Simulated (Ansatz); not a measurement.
# CuO (Tenorite) (C2/c) in Ansatz: a series of runs

One crystal, CuO (Tenorite), is run at these levels: PBE, revPBE+D3(BJ), revPBE+D4; tasks: single point, relaxation of cell and atoms.

Everything below comes from runs of Ansatz 0.2.0. Logs are shortened: lines on timing, memory, paths and dates and some standing lists are left out, and cuts for length are marked.

## (1) The structure

It takes space group C2/c (No. 15, monoclinic). The conventional cell has a = 4.684 Å, b = 3.423 Å, c = 5.129 Å, α = 90.00°, β = 99.54°, γ = 90.00°. Around Cu (site symmetry -1) lie 4 O at 1.95 to 1.96 Å. O (site symmetry 2) is surrounded by 4 Cu at 1.95 to 1.96 Å.

## (2) Single point, PBE

Input file input.yaml:

```yaml
crystal:
  lattice:
    - [2.34185, -1.7113, 0.0]
    - [2.34185, 1.7113, 0.0]
    - [-0.8500274268, 0.0, 5.0578693947]
  atoms:
    - { symbol: Cu, position: [0.5, 0.0, 0.5] }
    - { symbol: Cu, position: [0.0, 0.5, 0.0] }
    - { symbol: O, position: [0.4184, 0.5816, 0.75] }
    - { symbol: O, position: [0.5816, 0.4184, 0.25] }
hamiltonian:
  xc: pbe
  pseudopotentials: { kind: paw }
kpoints:
  mp_grid: { grid: [10, 10, 5] }
scf:
  occupations: { method: gaussian, width: 0.011 }
output:
  forces: true
  stress: true
  eigenvalues: true
```

Potentials or basis: Ansatz PAW.

Started as:

```sh
ansatz run input.yaml --threads 2 --pin off --max-ram 5632MiB --backend cpu --events-out ev --progress --plain --runs-dir out
```

Standard output:

```text
Warning: RAYON_NUM_THREADS=2 ignored (pool sized by the plan → 2); use --threads N
Engine: ansatz 0.2.0, x86_64-unknown-linux-gnu
Pseudopotentials: kind: paw
Pseudopotential: Cu, paw, valence charge 19, recommended cutoff 420 eV (normal), Cu.paw.azcp
Pseudopotential: O, paw, valence charge 6, recommended cutoff 420 eV (normal), O.paw.azcp
Functional definition: PBE
  parameter kappa = 0.804
  parameter beta = 0.06672455060314922
  exchange = pbe_x(kappa = kappa, mu = beta*pi^2/3)
  correlation = pbe_c(beta = beta)
Crystal: 4 atoms, lattice volume = 40.540 Å³
Basis set: ecut = 420 eV, 787 PW (Γ), exchange–correlation on 40×40×72 points (8 copies of the dense FFT grid, shifted against one another)
Bands: 30, of which v1, the nominal top of the filled ones, is band 25 counted from 1 (24 counted from 0)
Symmetry: 4 space group operations
Space group: C2/c (ITA 15), of the structure as read, at distance tolerance 3.4e-5 Å
k-points: 141 of 500
Non-local potential: Cu, projectors of the file, l = 0: 3, l = 1: 2, l = 2: 3, l = 3: 1
Non-local potential: O, projectors of the file, l = 0: 2, l = 1: 2, l = 2: 1
PAW form: soft (Blöchl's): semilocal exchange-correlation on the pseudo side does not see the compensation charge
PAW one-centre angular grid: Cu, 590 points (default); XC on 64 Gauss nodes
PAW one-centre angular grid: O, 110 points (default); XC on 64 Gauss nodes
Initial density: superposition of atomic densities (neutral atoms: chi_scale 0, normalization atom), corrected by the library's trained network
Initial wavefunctions: pseudopotential atomic-orbital guess
Functional: x = pbe(κ = 0.804, μ = 0.2195149727645171), c = pbe(β = 0.06672455060314922)
SCF iter   1: F=—  HF=-14382.350624 eV  |F-HF|=—  |Δ(HF+E_count)|=         —  Δρ=5.20e-3  dr2=2.68e-3  ethr=1.77e-3  ⟨swp⟩=5.0  Hψ=15021  notcnv=0
preconditioner: auto → Kerker (q_TF=auto, 2.825 Å⁻¹)  [metal: Δε(μ)=0.008 eV  Ē_g=11.246 eV  σ=0.011 eV  W_gap=0.35  n_scr=20 (ndim 8)  ℏωp=34.0 eV  f_vac=0.000  D(μ)=1.87/eV (n_scr^D=20)]
SCF iter   2: F=—  HF=-14382.349977 eV  |F-HF|=—  |Δ(HF+E_count)|=   6.47e-4  Δρ=2.59e-3  dr2=8.22e-4  ethr=5.36e-6  ⟨swp⟩=2.0  Hψ=8336  notcnv=0  defer=121
preconditioner: auto → Resta (q_TF=auto, 2.825 Å⁻¹)  ε∞=10.1  [insulator: Δε(μ)=0.012 eV  Ē_g=11.246 eV  σ=0.011 eV  W_gap=0.54  n_scr=20 (ndim 8)  ℏωp=34.0 eV  f_vac=0.000  D(μ)=1.83/eV (n_scr^D=20)  ε∞_Penn≈10.1]
SCF iter   3: F=—  HF=-14382.349778 eV  |F-HF|=—  |Δ(HF+E_count)|=   1.99e-4  Δρ=5.79e-4  dr2=1.05e-4  ethr=1.64e-6  ⟨swp⟩=2.0  Hψ=7090  notcnv=0  defer=121
SCF iter   4: F=—  HF=-14382.349767 eV  |F-HF|=—  |Δ(HF+E_count)|=   1.09e-5  Δρ=1.90e-4  dr2=1.19e-5  ethr=2.11e-7  ⟨swp⟩=2.0  Hψ=5449  notcnv=0  defer=121
SCF iter   5: F=—  HF=-14382.349784 eV  |F-HF|=—  |Δ(HF+E_count)|=   1.72e-5  Δρ=1.34e-4  dr2=4.33e-6  ethr=2.38e-8  ⟨swp⟩=2.0  Hψ=7230  notcnv=0  defer=121
SCF iter   6: F=—  HF=-14382.349783 eV  |F-HF|=—  |Δ(HF+E_count)|=   9.63e-7  Δρ=3.25e-5  dr2=3.03e-7  ethr=8.65e-9  ⟨swp⟩=2.3  Hψ=6549  notcnv=0  defer=121
SCF iter   7: F=-14382.349784 eV  HF=-14382.349784 eV  |F-HF|=3.09e-9  |Δ(HF+E_count)|=   9.84e-8  Δρ=6.55e-6  dr2=1.58e-8  ethr=2.00e-10  ⟨swp⟩=6.5  Hψ=16156  notcnv=0
SCF 1 converged in 7 iterations: F = -14382.349784 eV  dr2 = 1.58e-8
SCF converged after 7 iterations
Free energy (F): -14382.349784 eV
Harris-Foulkes:  -14382.349784 eV  (|F-HF|=3.09e-9)
Internal energy: -14382.349656 eV  (E = F + TS)
E sigma→0 (E₀):  -14382.349720 eV
Entropy (-TS):   -0.000128 eV (-0.032 meV/atom)
Fermi energy:    12.251121 eV
--- Per-component energies (eV) ---
  E_band       = -854.286273
  E_kinetic    = 943.174345
  E_local      = -9663.206134  (includes V_loc(G=0)·N_el)
  E_nonlocal   = 879.137893
  E_hartree    = 4186.589764
  E_xc         = -323.943770
  E_vxc        = -415.866771  (∫ρ·V_xc dr)
  E_paw        = -3639.779389  (= ΣΔE_a)
  E_vpaw       = -970.701594  (= ΣTr[D̂ρ^β])
  E_aug_tail   = 0.005569  (compensation charges beyond the density's cutoff)
  E_ewald      = -6764.327933
  E_smearing   = -0.000128  (= −TS)
  E_closure    = -0.000000  (closes the sum)
  Σ components = -14382.349784   (vs F -14382.349784, Δ=0.00e0)
--- Forces (eV/Å), atoms counted from 1 ---
  atom   1  Cu     0.00000000     0.00000000     0.00000000
  atom   2  Cu     0.00000000     0.00000000     0.00000000
  atom   3  O      0.00000000    -0.26321736    -0.00000000
  atom   4  O      0.00000000     0.26321736     0.00000000
  max |Σ_I F_I| component: 2.52e-29 eV/Å
--- Stress (GPa, compression-positive) ---
        5.471776      -0.000000      -1.304684
       -0.000000       6.896351       0.000000
       -1.304685       0.000000       4.676458
  P = ⅓ Tr σ = 5.6815 GPa (56.815 kbar)
--- Band table (eV; the first three rows and the last of 141) ---
  k-point 0: bands = ["-100.3352", "-100.3346", "-57.8703", "-57.8700", "-57.8376", "-57.8290", "-57.4244", "-57.4238", "-7.7321", "-6.3953", "4.0449", "6.6589", "7.0570", "8.9309", "9.1069", "9.1149", "9.1798", "9.2719", "9.5463", "9.6355", "9.8691", "10.0357", "10.0952", "10.5895", "12.4589", "13.1959", "13.9430", "18.2475", "20.3786", "25.5750"]
  k-point 1: bands = ["-100.3352", "-100.3347", "-57.8703", "-57.8700", "-57.8368", "-57.8298", "-57.4243", "-57.4239", "-7.6242", "-6.5489", "4.4253", "6.7401", "7.0869", "8.3183", "8.5874", "8.6475", "9.2913", "9.4771", "9.7344", "9.7494", "9.9676", "10.1563", "10.3383", "10.4847", "12.4272", "13.0403", "14.4764", "17.6934", "21.2137", "25.6164"]
  k-point 2: bands = ["-100.3350", "-100.3348", "-57.8701", "-57.8701", "-57.8346", "-57.8320", "-57.4242", "-57.4240", "-7.3260", "-6.9188", "5.4525", "6.8421", "6.9460", "7.1361", "8.2110", "8.2701", "9.4500", "9.5434", "9.8128", "9.8808", "9.9390", "10.1523", "10.6084", "10.7213", "12.3981", "12.6700", "15.5810", "16.7066", "22.9211", "24.8661"]
  k-point 140: bands = ["-100.3336", "-100.3335", "-57.8834", "-57.8821", "-57.8338", "-57.8320", "-57.4329", "-57.4320", "-6.3279", "-6.2170", "5.3731", "5.8830", "6.5761", "6.6613", "7.0367", "7.4252", "9.4063", "9.6973", "9.9889", "10.0086", "10.5130", "10.5247", "10.9113", "11.0056", "11.5646", "12.2138", "16.8652", "18.0357", "20.8826", "21.5766"]
```

Run time: 15 s. Hardware: 2 threads of Intel Xeon at 2.50GHz (Skylake/Cascade Lake), shared host; peak memory 0.43 GiB.

Results:

- Free energy: -14382.3498 eV
- Pressure: 5.7 GPa
- Largest force: 0.263 eV/Å
- Band gap on the k mesh: none (metal or under the smearing width)

Forces in eV/Å, atoms in the order of the input:
```
Cu   0.000  0.000  0.000
Cu   0.000  0.000  0.000
O    0.000 -0.263  0.000
O    0.000  0.263  0.000
```

Caveat: the pressure holds a Pulay correction of +0.7 GPa for the finite cutoff; the run has no spin polarisation, though such a crystal can be magnetic; semilocal functionals often make such compounds metallic where correlation or magnetic order opens a gap, which also shifts bond lengths. With open d or f shells a metallic result of PBE can be an artefact of self-interaction; +U or a hybrid may open a gap.

## (3) Relaxation of cell and atoms, PBE

input.yaml: that of step 2 with these lines changed.

```diff
@@ -16,3 +16,3 @@
 scf:
-  occupations: { method: gaussian, width: 0.011 }
+  occupations: { method: fermi_dirac, width: 0.05 }
 output:
@@ -20,2 +20,5 @@
   stress: true
-  eigenvalues: true
+relax:
+  f_tol: 0.01
+  max_steps: 40
+  cell: { stress_tol: 0.05 }
```

Potentials or basis: Ansatz PAW.

Started as:

```sh
ansatz run input.yaml --threads 2 --pin off --max-ram 5632MiB --backend cpu --events-out ev --progress --plain --runs-dir out
```

Standard output:

```text
Warning: RAYON_NUM_THREADS=2 ignored (pool sized by the plan → 2); use --threads N
Engine: ansatz 0.2.0, x86_64-unknown-linux-gnu
Pseudopotentials: kind: paw
Pseudopotential: Cu, paw, valence charge 19, recommended cutoff 420 eV (normal), Cu.paw.azcp
Pseudopotential: O, paw, valence charge 6, recommended cutoff 420 eV (normal), O.paw.azcp
Functional definition: PBE
  parameter kappa = 0.804
  parameter beta = 0.06672455060314922
  exchange = pbe_x(kappa = kappa, mu = beta*pi^2/3)
  correlation = pbe_c(beta = beta)
Crystal: 4 atoms, lattice volume = 40.540 Å³
Basis set: ecut = 420 eV, 787 PW (Γ), exchange–correlation on 40×40×72 points (8 copies of the dense FFT grid, shifted against one another)
Bands: 30, of which v1, the nominal top of the filled ones, is band 25 counted from 1 (24 counted from 0)
Symmetry: 4 space group operations
Space group: C2/c (ITA 15), of the structure as read, at distance tolerance 3.4e-5 Å
k-points: 141 of 500
Non-local potential: Cu, projectors of the file, l = 0: 3, l = 1: 2, l = 2: 3, l = 3: 1
Non-local potential: O, projectors of the file, l = 0: 2, l = 1: 2, l = 2: 1
PAW form: soft (Blöchl's): semilocal exchange-correlation on the pseudo side does not see the compensation charge
PAW one-centre angular grid: Cu, 590 points (default); XC on 64 Gauss nodes
PAW one-centre angular grid: O, 110 points (default); XC on 64 Gauss nodes
Initial density: superposition of atomic densities (neutral atoms: chi_scale 0, normalization atom), corrected by the library's trained network
Initial wavefunctions: pseudopotential atomic-orbital guess
Functional: x = pbe(κ = 0.804, μ = 0.2195149727645171), c = pbe(β = 0.06672455060314922)
SCF iter   1: F=—  HF=-14382.360414 eV  |F-HF|=—  |Δ(HF+E_count)|=         —  Δρ=4.90e-3  dr2=2.38e-3  ethr=1.77e-3  ⟨swp⟩=5.8  Hψ=14729  notcnv=0
preconditioner: auto → Kerker (q_TF=auto, 2.825 Å⁻¹)  [metal: Δε(μ)=0.011 eV  Ē_g=11.257 eV  σ=0.050 eV  W_gap=0.06  n_scr=20 (ndim 8)  ℏωp=34.0 eV  f_vac=0.000  D(μ)=2.37/eV (n_scr^D=26)]
SCF iter   2: F=—  HF=-14382.359963 eV  |F-HF|=—  |Δ(HF+E_count)|=   4.51e-4  Δρ=2.41e-3  dr2=7.19e-4  ethr=4.76e-6  ⟨swp⟩=2.0  Hψ=7716  notcnv=0
SCF iter   3: F=—  HF=-14382.359819 eV  |F-HF|=—  |Δ(HF+E_count)|=   1.44e-4  Δρ=3.89e-4  dr2=4.81e-5  ethr=1.44e-6  ⟨swp⟩=2.9  Hψ=6429  notcnv=0
SCF iter   4: F=—  HF=-14382.359834 eV  |F-HF|=—  |Δ(HF+E_count)|=   1.54e-5  Δρ=1.37e-4  dr2=6.53e-6  ethr=9.62e-8  ⟨swp⟩=2.0  Hψ=6657  notcnv=0
SCF iter   5: F=—  HF=-14382.359835 eV  |F-HF|=—  |Δ(HF+E_count)|=   1.04e-6  Δρ=6.30e-5  dr2=9.69e-7  ethr=1.31e-8  ⟨swp⟩=2.7  Hψ=7202  notcnv=0
SCF iter   6: F=—  HF=-14382.359835 eV  |F-HF|=—  |Δ(HF+E_count)|=   1.19e-7  Δρ=3.72e-5  dr2=3.70e-7  ethr=1.94e-9  ⟨swp⟩=2.0  Hψ=7644  notcnv=0
SCF iter   7: F=-14382.359835 eV  HF=-14382.359835 eV  |F-HF|=9.39e-9  |Δ(HF+E_count)|=   9.44e-8  Δρ=8.03e-6  dr2=2.45e-8  ethr=2.00e-10  ⟨swp⟩=2.8  Hψ=15744  notcnv=0
SCF 1 converged in 7 iterations: F = -14382.359835 eV  dr2 = 2.45e-8
relax step   1: F+E_penalty+E_count = -14382.35983538 eV  Δ(F+E_penalty+E_count) = +0.000e0 eV  max|allowed force component| = 2.627e-1 eV/Å  Δτ_max = 0.0000 Å  P = +5.723 GPa  Ω = 40.540 Å³  (7 SCF iters, dr2 threshold 1.00e-7 eV, accepted)
Crystal: 4 atoms, lattice volume = 41.890 Å³
Basis set: ecut = 420 eV, 819 PW (Γ), exchange–correlation on 40×40×72 points (8 copies of the dense FFT grid, shifted against one another)
Initial density: handed on by an earlier stage of this run
Initial wavefunctions: those handed on with the density
iter 1 solved again at ethr=1.24e-5 eV; its pass at ethr=3.10e-3 eV (dr2=6.18e-3 eV) is discarded
SCF iter   1: F=—  HF=-14382.413668 eV  |F-HF|=—  |Δ(HF+E_count)|=         —  Δρ=5.79e-3  dr2=6.44e-3  ethr=1.24e-5  ⟨swp⟩=2.0  Hψ=23218  notcnv=0
[... 87 lines left out ...]
preconditioner: auto → LDOS  [metal: Δε(μ)=0.030 eV  Ē_g=11.028 eV  σ=0.050 eV  W_gap=0.15  n_scr=16 (ndim 8)  ℏωp=32.6 eV  f_vac=0.040  D(μ)=2.52/eV (n_scr^D=22)  β→1.0]
SCF iter   2: F=—  HF=-14382.545869 eV  |F-HF|=—  |Δ(HF+E_count)|=   6.38e-4  Δρ=1.21e-3  dr2=3.37e-4  ethr=5.94e-6  ⟨swp⟩=2.0  Hψ=6586  notcnv=0
SCF iter   3: F=—  HF=-14382.545697 eV  |F-HF|=—  |Δ(HF+E_count)|=   1.72e-4  Δρ=8.95e-4  dr2=1.85e-4  ethr=6.75e-7  ⟨swp⟩=2.0  Hψ=7172  notcnv=0
SCF iter   4: F=—  HF=-14382.545641 eV  |F-HF|=—  |Δ(HF+E_count)|=   5.66e-5  Δρ=2.25e-4  dr2=9.73e-6  ethr=3.69e-7  ⟨swp⟩=2.0  Hψ=6112  notcnv=0
[... 105 lines left out ...]
SCF iter   2: F=—  HF=-14382.572500 eV  |F-HF|=—  |Δ(HF+E_count)|=   1.25e-4  Δρ=3.44e-5  dr2=1.99e-7  ethr=1.60e-8  ⟨swp⟩=2.8  Hψ=7930  notcnv=0
SCF iter   3: F=—  HF=-14382.572500 eV  |F-HF|=—  |Δ(HF+E_count)|=   9.26e-8  Δρ=2.27e-5  dr2=1.15e-7  ethr=4.01e-11  ⟨swp⟩=4.6  Hψ=15903  notcnv=0
SCF iter   4: F=-14382.572500 eV  HF=-14382.572500 eV  |F-HF|=2.17e-8  |Δ(HF+E_count)|=   2.96e-8  Δρ=8.33e-6  dr2=1.43e-8  ethr=4.01e-11  ⟨swp⟩=3.0  Hψ=17335  notcnv=0
SCF 19 converged in 4 iterations: F = -14382.572500 eV  dr2 = 1.43e-8
relax step  19: F+E_penalty+E_count = -14382.57249977 eV  Δ(F+E_penalty+E_count) = -2.747e-5 eV  max|allowed force component| = 2.075e-4 eV/Å  Δτ_max = 0.0004 Å  P = +0.003 GPa  Ω = 44.804 Å³  energy of the carried Pulay correction = -2.392e-5 eV  (4 SCF iters, dr2 threshold 2.01e-8 eV, accepted)
iter 1 solved again at ethr=9.21e-8 eV; its pass at ethr=3.10e-3 eV (dr2=4.61e-5 eV) is discarded
SCF iter   1: F=—  HF=-14382.572691 eV  |F-HF|=—  |Δ(HF+E_count)|=         —  Δρ=5.63e-5  dr2=6.20e-8  ethr=9.21e-8  ⟨swp⟩=3.0  Hψ=26250  notcnv=0
preconditioner: auto → LDOS  [metal: Δε(μ)=0.072 eV  Ē_g=11.068 eV  σ=0.050 eV  W_gap=0.32  n_scr=16 (ndim 8)  ℏωp=32.3 eV  f_vac=0.049  D(μ)=2.53/eV (n_scr^D=20)  β→1.0]
SCF iter   2: F=—  HF=-14382.572571 eV  |F-HF|=—  |Δ(HF+E_count)|=   1.19e-4  Δρ=1.50e-5  dr2=5.36e-8  ethr=1.24e-10  ⟨swp⟩=2.0  Hψ=7793  notcnv=0
SCF iter   3: F=—  HF=-14382.572571 eV  |F-HF|=—  |Δ(HF+E_count)|=   1.12e-8  Δρ=7.06e-6  dr2=1.19e-8  ethr=1.07e-10  ⟨swp⟩=2.0  Hψ=7512  notcnv=0
SCF iter   4: F=—  HF=-14382.572571 eV  |F-HF|=—  |Δ(HF+E_count)|=   4.87e-9  Δρ=1.25e-6  dr2=5.92e-10  ethr=2.38e-11  ⟨swp⟩=2.0  Hψ=6392  notcnv=0
SCF iter   5: F=—  HF=-14382.572571 eV  |F-HF|=—  |Δ(HF+E_count)|=  1.09e-11  Δρ=1.06e-6  dr2=3.48e-10  ethr=1.18e-12  ⟨swp⟩=2.3  Hψ=6840  notcnv=0
SCF iter   6: F=-14382.572571 eV  HF=-14382.572571 eV  |F-HF|=1.46e-11  |Δ(HF+E_count)|=  3.64e-12  Δρ=2.39e-7  dr2=1.64e-11  ethr=1.00e-12  ⟨swp⟩=3.0  Hψ=15641  notcnv=0
SCF 20 converged in 6 iterations: F = -14382.572571 eV  dr2 = 1.64e-11
relax step  20: F+E_penalty+E_count = -14382.57257146 eV  Δ(F+E_penalty+E_count) = -7.169e-5 eV  max|allowed force component| = 1.990e-4 eV/Å  Δτ_max = 0.0000 Å  P = +0.004 GPa  Ω = 44.804 Å³  stress off target by 2.56e-2 GPa  SCF on the basis re-selected at this cell (its energy is not comparable with the rows above)  (6 SCF iters)
basis re-selected at this cell: Δ(F+E_penalty+E_count) = -7.169e-5 eV, ΔP = +0.001 GPa vs the last step (what re-selecting the basis moved, of the pressure what is left beyond the Pulay correction that the steps carried, after the strain that the cell walked since its last selection, with what the two solves' SCF thresholds leave and, on support functions, any second-order correction that the steps lacked; it is no measure of the basis error at this ecutwfc). This SCF's stress stands 2.56e-2 GPa from its target on what of the cell is left free (relax.cell.stress_tol is 5.00e-2 GPa) and its largest allowed force component is 1.99e-4 eV/Å (relax.f_tol is 1.00e-2 eV/Å): within both
SCF converged after 6 iterations
Free energy (F): -14382.572571 eV
Harris-Foulkes:  -14382.572571 eV  (|F-HF|=1.46e-11)
Internal energy: -14382.551807 eV  (E = F + TS)
E sigma→0 (E₀):  -14382.562189 eV
Entropy (-TS):   -0.020764 eV (-5.191 meV/atom)
Fermi energy:    10.661960 eV
--- Per-component energies (eV) ---
  E_band       = -934.593798
  E_kinetic    = 941.013434
  E_local      = -10197.402043  (includes V_loc(G=0)·N_el)
  E_nonlocal   = 875.993652
  E_hartree    = 4413.582080
  E_xc         = -323.246737
  E_vxc        = -414.856951  (∫ρ·V_xc dr)
  E_paw        = -3637.407940  (= ΣΔE_a)
  E_vpaw       = -966.511109  (= ΣTr[D̂ρ^β])
  E_aug_tail   = 0.005514  (compensation charges beyond the density's cutoff)
  E_ewald      = -6455.089767
  E_smearing   = -0.020764  (= −TS)
  E_closure    = -0.000000  (closes the sum)
  Σ components = -14382.572571   (vs F -14382.572571, Δ=0.00e0)
--- Forces (eV/Å), atoms counted from 1 ---
  atom   1  Cu     0.00000000     0.00000000     0.00000000
  atom   2  Cu     0.00000000     0.00000000     0.00000000
  atom   3  O      0.00000000    -0.00019896     0.00000000
  atom   4  O      0.00000000     0.00019896     0.00000000
  max |Σ_I F_I| component: 1.89e-29 eV/Å
--- Stress (GPa, compression-positive) ---
       -0.014379       0.000000      -0.006996
        0.000000       0.025574       0.000000
       -0.006996       0.000000      -0.000071
  P = ⅓ Tr σ = 0.0037 GPa (0.037 kbar)
--- Relaxed structure (15 steps of the walk, 15 accepted, 5 SCFs on fresh bases) ---
  F+E_penalty+E_count = -14382.57257146 eV   max|allowed force component| = 1.990e-4 eV/Å   (the final SCF, on the basis selected at the relaxed cell)
  cell:  # Å, volume = 44.8040 Å³
    - [2.0821479661616045, -2.0832791743320622, 0.1637886947973318]
    - [2.0821479661616045, 2.0832791743320622, 0.1637886947973318]
    - [-0.40201594947580693, 1.6654136087750292e-17, 5.13287295577897]
  atoms:
    - { symbol: Cu, position: [0.5, -6.938893903907228e-18, 0.5] }
    - { symbol: Cu, position: [-3.0357660829594124e-18, 0.5, 0.0] }
    - { symbol: O, position: [0.5000754545442554, 0.4999245454557446, 0.7500000000000001] }
    - { symbol: O, position: [0.49992454545574455, 0.5000754545442554, 0.24999999999999997] }
```

It took 4.5 min on 2 threads of Intel Xeon at 2.50GHz (Skylake/Cascade Lake), shared host; peak memory 0.47 GiB.

What came out:

| Item | Value |
| --- | --- |
| Free energy | -14382.5726 eV |
| Relaxed volume | 11.20 Å³/atom |
| Relaxed cell | a = 2.950 Å, b = 2.950 Å, c = 5.149 Å, α = 89.99°, β = 89.99°, γ = 89.85° |
| Space group after relaxing (to 0.05 Å) | P4_2/mmc (No. 131) |
| Energy gained by relaxing | 53.2 meV/atom |
| Ionic steps | 20 |
| Pressure after relaxing | 0.0 GPa |

Step by step:
| step | energy change (eV) | largest force (eV/Å) | volume (Å³) |
| --- | --- | --- | --- |
| 1 | 0.0000 | 0.2627 | 40.54 |
| 2 | -0.0532 | 0.2513 | 41.89 |
| 3 | -0.0975 | 0.0933 | 43.50 |
| 4 | -0.1132 | 0.0508 | 43.65 |
| 5 | -0.1183 | 0.0014 | 43.59 |
| 6 | -0.1183 | 0.0075 | 43.68 |
| 7 | -0.1187 | 0.0008 | 43.63 |
| 8 | -0.1666 | 0.0025 | 43.63 |
| 9 | -0.1858 | 0.0050 | 44.25 |
| 10 | -0.1922 | 0.0015 | 44.64 |
| 11 | -0.1928 | 0.0005 | 44.58 |
| 12 | -0.1927 | 0.0005 | 44.59 |
| 13 | -0.2061 | 0.0022 | 44.59 |
| 14 | -0.2096 | 0.0005 | 44.73 |
| 15 | -0.2099 | 0.0009 | 44.78 |
| 16 | -0.2121 | 0.0007 | 44.78 |
| 17 | -0.2125 | 0.0005 | 44.80 |
| 18 | -0.2126 | 0.0004 | 44.80 |
| 19 | -0.2127 | 0.0002 | 44.80 |
| 20 | -0.2127 | 0.0002 | 44.80 |

Final structure:
```
Cu O
1.0
     2.08215   -2.08328    0.16379
     2.08215    2.08328    0.16379
    -0.40202    0.00000    5.13287
Cu O
2 2
Cartesian
  0.8401 -1.0416 2.6483
  1.0411 1.0416 0.0819
  1.7806 -0.0003 4.0134
  1.9816 0.0003 1.4470
```

Caveat: the plane-wave basis is chosen anew once the cell has moved, so the energies of steps on either side of that aren't comparable; the pressure holds a Pulay correction of +0.6 GPa for the finite cutoff; the volume moved by +11 % from the deposited cell, more than functionals usually miss; the run has no spin polarisation, though such a crystal can be magnetic.

[end of part 1 of 2]
